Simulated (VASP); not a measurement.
Write the native input for VASP 6.6.1 that does the following.

| Property | Result |
| --- | --- |
| Task | relaxation of cell and atoms |
| Functional | PBE |
| Dispersion | D3(BJ) |
| Potentials or basis | VASP PAW PBE potentials, release 64 (Ba_sv, Ti_sv, O) |
| Cutoff | 600 eV |
| k mesh | 8 × 8 × 8 |
| Occupations | gaussian, width 0.03 eV |
| Spin | no spin polarisation |
| Further INCAR settings | ALGO = Normal; EDIFF = 1e-07; IBRION = 2; EDIFFG = -0.005; NSW = 90; ISIF = 3 |

The structure of BaTiO3 lies in POSCAR:

```
BaTiO3                                  
1.0
    3.9848694337      0.0000000000      0.0000000000
    0.0000000000      3.9848694337     -0.0000000000
    0.0000000000      0.0000000000      4.1111162180
  Ba              Ti              O             
     1     1     3
Direct
     0.0000000000000000    0.0000000000000000    0.9969803480068951
     0.5000000000000000    0.5000000000000000    0.4788485355137932
     0.5000000000000000    0.5000000000000000    0.0321152368813338
     0.5000000000000000    1.0000000000000000    0.5175279397989919
     0.0000000000000000    0.5000000000000000    0.5175279397989919
```

These files were run (other wordings do the same):

INCAR

```
  PREC = Accurate
  ENCUT = 600
  EDIFF = 1E-7
  ISMEAR = 0
  SIGMA = 0.03
  LREAL = F
  LASPH = T
  NELM = 80
  ALGO = Normal
  ISIF = 3
  LWAVE = F
  LCHARG = F
  GGA = PE
  IVDW = 12
  IBRION = 2
  NSW = 90
  EDIFFG = -0.005
  KPAR = 2
```

KPOINTS

```
Automatic mesh
0
Gamma
  8 8 8
```

Potentials or basis: VASP PAW PBE potentials, release 64 (Ba_sv, Ti_sv, O).

Launch:

```bash
$ cat potpaw_PBE.64/Ba_sv/POTCAR potpaw_PBE.64/Ti_sv/POTCAR potpaw_PBE.64/O/POTCAR > POTCAR
$ mpirun -np 2 vasp_std > vasp.out
```

Results of the run:

The pressure after relaxing is 0.0 GPa and the largest force after relaxing is 0.004 eV/Å. The band gap on the k mesh is 1.79 eV, indirect (least direct gap 2.26 eV). The dispersion energy per atom is -0.260 eV.

Caveat: the relaxation stopped at its first step, so nothing moved; spin-orbit coupling is left out, which moves the levels of the heavy elements.

Run time: 65 s on 2 MPI ranks on Intel(R) Xeon(R) Platinum 8488C (Sapphire Rapids), with other jobs on the host, peak memory 0.29 GiB a rank.
